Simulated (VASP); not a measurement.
A run of VASP 6.6.1:

Contents of POSCAR:

```
MgS
1.0
    0.0000000000      2.6016500000      2.6016500000
    2.6016500000      0.0000000000      2.6016500000
    2.6016500000      2.6016500000      0.0000000000
S Mg
1 1
Direct
    0.5000000000      0.5000000000      0.5000000000
    0.0000000000      0.0000000000      0.0000000000
```

File INCAR.step1:

```
ALGO = Normal
EDIFF = 1E-5
ENCUT = 520
GGA = PE
ISIF = 2
ISMEAR = -1
LASPH = T
LREAL = F
LWAVE = T
NELM = 80
PREC = Accurate
SIGMA = 0.05
```

The input INCAR.step2:

```
AEXX = 0.05
ALGO = Normal
EDIFF = 1E-7
ENCUT = 520
GGA = PE
HFRCUT = -1
ISIF = 2
ISMEAR = -1
ISTART = 1
LASPH = T
LCHARG = F
LHFCALC = T
LREAL = F
LWAVE = F
NELM = 80
PREC = Accurate
PRECFOCK = Fast
SIGMA = 0.05
```

KPOINTS

```
k-points
0
Gamma
  5 5 5
```

Potentials or basis: VASP PAW PBE potentials, release 64 (S, Mg).

The run is started by

```console
$ cat potpaw_PBE.64/S/POTCAR potpaw_PBE.64/Mg/POTCAR > POTCAR
$ cp INCAR.step1 INCAR
$ mpirun -np 1 vasp_std > vasp.out
$ cp INCAR.step2 INCAR
$ mpirun -np 1 vasp_std > vasp.out
```

Hardware: 1 thread of Intel(R) Xeon(R) Platinum 8488C (Sapphire Rapids) (shared host).

Q: How long does it take, and how much memory?

A: Wall time 51 s on 1 thread of Intel(R) Xeon(R) Platinum 8488C (Sapphire Rapids), on a shared host, peak memory 0.15 GiB. Counts: scf iterations 9, k points 10.
